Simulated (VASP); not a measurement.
**CdO: work function with PBEsol**

CdO, a slab with vacuum:

```
Cd O
1.0
     3.32269    0.00000    0.00000
     0.00000    3.32269    0.00000
     0.00000    0.00000   21.74750
Cd O
6 6
Cartesian
  1.6613 1.6613 5.0000
  3.3227 0.0000 7.3495
  1.6613 1.6613 9.6990
  3.3227 0.0000 12.0485
  1.6613 1.6613 14.3980
  3.3227 0.0000 16.7475
  3.3227 3.3227 5.0000
  1.6613 1.6613 7.3495
  3.3227 3.3227 9.6990
  1.6613 1.6613 12.0485
  3.3227 0.0000 14.3980
  1.6613 1.6613 16.7475
```

| Property | Result |
| --- | --- |
| Program | VASP 6.6.1 |
| Task | work function |
| Functional | PBEsol |
| Potentials or basis | VASP PAW PBE potentials, release 64 (Cd, O) |
| Cutoff | 520 eV |
| k mesh | 10 × 10 × 1 |
| Occupations | methfessel-paxton, width 0.1 eV |
| Spin | no spin polarisation |
| Vacuum (Å) | 10 |
| Dipole correction | yes |
| Further INCAR settings | ALGO = Normal; EDIFF = 1e-06 |

```json
{
  "Largest force": "0.094 eV/Å",
  "Band gap on the k mesh": "none (metal or under the smearing width)",
  "Work function of the upper face": "4.85 eV",
  "Work function of the lower face": "4.85 eV"
}
```

Forces on the atoms (eV/Å):
```
Cd   0.000  0.000  0.094
Cd   0.000  0.000 -0.055
Cd   0.000  0.000 -0.006
Cd   0.000  0.000  0.006
Cd   0.000  0.000  0.055
Cd   0.000  0.000 -0.094
O    0.000  0.000 -0.092
O    0.000  0.000 -0.013
O    0.000  0.000  0.001
O    0.000  0.000 -0.001
O    0.000  0.000  0.013
O    0.000  0.000  0.092
```

Levels at points of the mesh, in eV from the Fermi level:
| k point | band 50 | band 51 | band 52 | band 53 | band 54 | band 55 | band 56 | band 57 | band 58 | band 59 |
| --- | --- | --- | --- | --- | --- | --- | --- | --- | --- | --- |
| (0.00, 0.00, 0.00) | -1.57 | -1.44 | -1.44 | -1.38 | -1.38 | -0.35 | 0.45 | 1.66 | 2.95 | 3.85 |
| (0.50, 0.00, 0.00) | -0.10 | -0.06 | -0.06 | -0.02 | -0.02 | 4.40 | 4.40 | 4.66 | 4.66 | 4.90 |
| (0.50, 0.50, 0.00) | -2.24 | -2.02 | -2.02 | -1.54 | -1.54 | 3.33 | 3.33 | 4.33 | 4.33 | 5.35 |

It took 3.3 min on 8 MPI ranks on Intel(R) Xeon(R) Platinum 8375C CPU @ 2.90GHz (Ice Lake), with other jobs on the host, peak memory 0.48 GiB a rank.

Caveat: the PAW data sets were made with another functional, which shifts forces and pressure a little.
